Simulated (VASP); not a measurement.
Crystal: InP.

```
In P
1.0
     0.00000    2.93945    2.93945
     2.93945    0.00000    2.93945
     2.93945    2.93945    0.00000
In P
1 1
Cartesian
  0.0000 0.0000 0.0000
  1.4697 1.4697 1.4697
```

Base run:

- Program: VASP 6.6.1
- Functional: PBEsol
- Potentials or basis: VASP PAW PBE potentials, release 64 (In_d, P)
- Cutoff: 520 eV
- k mesh: 6 × 6 × 6
- Occupations: gaussian, width 0.03 eV
- Spin: no spin polarisation

Its results: band gap on the k mesh 0.56 eV, direct; pressure 0.0 GPa.

Q: The run is repeated on the same cell with these changes: functional from PBEsol to PBE0. What comes out?

A: Band gap on the k mesh 2.06 eV, direct; pressure 0.4 GPa.

PBE0 gives the wider gap, since exact exchange removes part of the self-interaction.

Caveats: the PAW data sets were made with another functional, which shifts forces and pressure a little; spin-orbit coupling is left out, which moves the levels of the heavy elements.
